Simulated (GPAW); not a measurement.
Here is a GPAW 26.7.0 calculation.

Contents of run.py:

```python
from ase import Atoms
from ase.dft.bandgap import bandgap
from ase.io import write
from ase.units import GPa
from gpaw import GPAW, PW, setup_paths

setup_paths.insert(0, '.')

atoms = Atoms(['Cu', 'Cu', 'Cu', 'Al'],
              cell=[[0.0, 2.888010988, 2.888010988],
                    [2.888010988, 0.0, 2.888010988],
                    [2.888010988, 2.888010988, 0.0]],
              scaled_positions=[[0.75, 0.75, 0.75],
                                [0.25, 0.25, 0.25],
                                [0.5, 0.5, 0.5],
                                [0.0, 0.0, 0.0]],
              pbc=True)

calc = GPAW(mode=PW(600),
            xc='PBEsol',
            kpts={'size': (8, 8, 8), 'gamma': True},
            occupations={'name': 'fermi-dirac', 'width': 0.05},
            nbands=35,
            convergence={'density': 1e-05, 'energy': 1e-05},
            maxiter=150,
            txt='gpaw.txt')
atoms.calc = calc
energy = atoms.get_potential_energy()
forces = atoms.get_forces()
stress = atoms.get_stress()
calc.write('gs.gpw')
write('result.traj', atoms)
print(f'Energy: {energy:.6f} eV')
print('Forces (eV/A):')
print(forces.round(4))
print('Stress (GPa):', (stress / GPa).round(3))
print('Fermi level:', round(calc.get_fermi_level(), 4), 'eV')
print(f'Gap: {bandgap(calc)[0]:.4f} eV, direct: {bandgap(calc, direct=True)[0]:.4f} eV')

path = atoms.cell.bandpath('GXWKGLUWLK,UX', npoints=80, eps=1e-4)
bs_calc = calc.fixed_density(kpts=path, symmetry='off', nbands=50,
                             convergence={'bands': 'CBM+6.0', 'eigenstates': 1e-6}, txt='bands.txt')
bs = bs_calc.band_structure()
bs.write('bs.json')
print(f'Gap on the path: {bandgap(bs_calc)[0]:.4f} eV')
```

Potentials or basis: PAW data sets generated in the run's folder for this functional, pw.

The run is started by

```sh
$ gpaw-setup -f PBEsol Al Cu
$ OMP_NUM_THREADS=1 python run.py
```

Task: What does it give for the band gap along the path?

Result: None (metal or under the smearing width).

Task: Estimate the pressure.

Result: 0.7 GPa.

Levels at the corners of the path, in eV from the Fermi level:
| point | band 15 | band 16 | band 17 | band 18 | band 19 | band 20 | band 21 | band 22 |
| --- | --- | --- | --- | --- | --- | --- | --- | --- |
| Γ | -2.48 | -2.48 | 3.77 | 3.77 | 3.77 | 4.18 | 4.18 | 4.18 |
| X | -2.34 | -2.30 | -2.16 | -2.16 | -2.10 | 2.00 | 2.37 | 10.93 |
| W | -2.37 | -2.36 | -2.20 | -1.99 | -1.99 | 5.61 | 5.61 | 5.68 |
| K | -2.38 | -2.34 | -2.24 | -1.93 | -0.79 | 2.35 | 5.27 | 8.46 |
| Γ | -2.48 | -2.48 | 3.77 | 3.77 | 3.77 | 4.18 | 4.18 | 4.18 |
| L | -2.43 | -2.43 | -2.15 | 2.68 | 2.68 | 2.94 | 2.94 | 3.65 |
| U | -2.38 | -2.34 | -2.24 | -1.93 | -0.79 | 2.35 | 5.27 | 8.46 |
| W | -2.37 | -2.36 | -2.20 | -1.99 | -1.99 | 5.61 | 5.61 | 5.68 |
| L | -2.43 | -2.43 | -2.15 | 2.68 | 2.68 | 2.94 | 2.94 | 3.65 |
| K | -2.38 | -2.34 | -2.24 | -1.93 | -0.79 | 2.35 | 5.27 | 8.46 |
| U | -2.38 | -2.34 | -2.24 | -1.93 | -0.79 | 2.35 | 5.27 | 8.46 |
| X | -2.34 | -2.30 | -2.16 | -2.16 | -2.10 | 2.00 | 2.37 | 10.93 |

Caveat: with this Cu data set, volumes or pressures lay over 1.5 % or 2 GPa off other programs in two to four cells of ten.
